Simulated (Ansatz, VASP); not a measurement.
# One calculation of Fe, two programs

File INCAR:

```
SYSTEM = Fe
ALGO = Normal
EDIFF = 1E-7
ENCUT = 520
GGA = PS
ISIF = 2
ISMEAR = 0
LASPH = .True.
LCHARG = .False.
LREAL = .False.
LWAVE = .False.
NBANDS = 15
NELM = 100
PREC = Accurate
SIGMA = 0.15
```

KPOINTS

```
k-points
0
Gamma
  33 33 18
  0 0 0
```

The input POSCAR:

```
Fe
1.0
    2.5644030445      0.0000000000      0.0000000000
   -1.2822015223      2.2208381821      0.0000000000
    0.0000000000      0.0000000000      3.4464923507
Fe
2
Direct
    0.3333333333      0.6666666667      0.2500000000
    0.6666666667      0.3333333333      0.7500000000
```

Input for Ansatz:

```yaml
crystal:
  lattice:
    - [2.5644030445, 0.0, 0.0]
    - [-1.2822015223, 2.2208381821, 0.0]
    - [0.0, 0.0, 3.4464923507]
  atoms:
    - { symbol: Fe, position: [0.3333333333, 0.6666666667, 0.25] }
    - { symbol: Fe, position: [0.6666666667, 0.3333333333, 0.75] }
basis:
  ecutwfc: 420
kpoints:
  mp_grid: { grid: [33, 33, 18] }
hamiltonian:
  xc: pbesol
scf:
  occupations: { method: gaussian, width: 0.15 }
output:
  forces: true
  stress: true
  eigenvalues: true
```

Alike in both runs: task single point; functional PBEsol; k mesh 33 × 33 × 18; occupations gaussian, width 0.15 eV; no spin polarisation.

|  | VASP | Ansatz |
| --- | --- | --- |
| version | VASP 6.6.1 | Ansatz 0.2.0 |
| potentials or method | VASP PAW PBE potentials, release 64 (Fe) | scalar-relativistic, plane waves, PAW |
| plane-wave cutoff (eV) | 520 | 420 |
| valence electrons in the cell | 16 | 32 |

|  | VASP | Ansatz | Ansatz less VASP |
| --- | --- | --- | --- |
| gap on the k mesh at the Fermi level (eV) | none | none | - |
| pressure (GPa) | 8.6 | 9.3 | +0.62 |
| largest component of the traceless stress (GPa) | 42.41 | 43.85 | +1.434 |

A gap of «none» marks a metal or a gap that the smearing closes. The functional is the same, so the differences come from potentials, cutoffs and numerics. The two sets of potentials don't hold the same shells in valence.

Caveats: the PAW data sets were made with another functional, which shifts forces and pressure a little (VASP); the run has no spin polarisation, though such a crystal can be magnetic. Spin polarisation is off, so any magnetic state and its effect on volume and gap are missing.
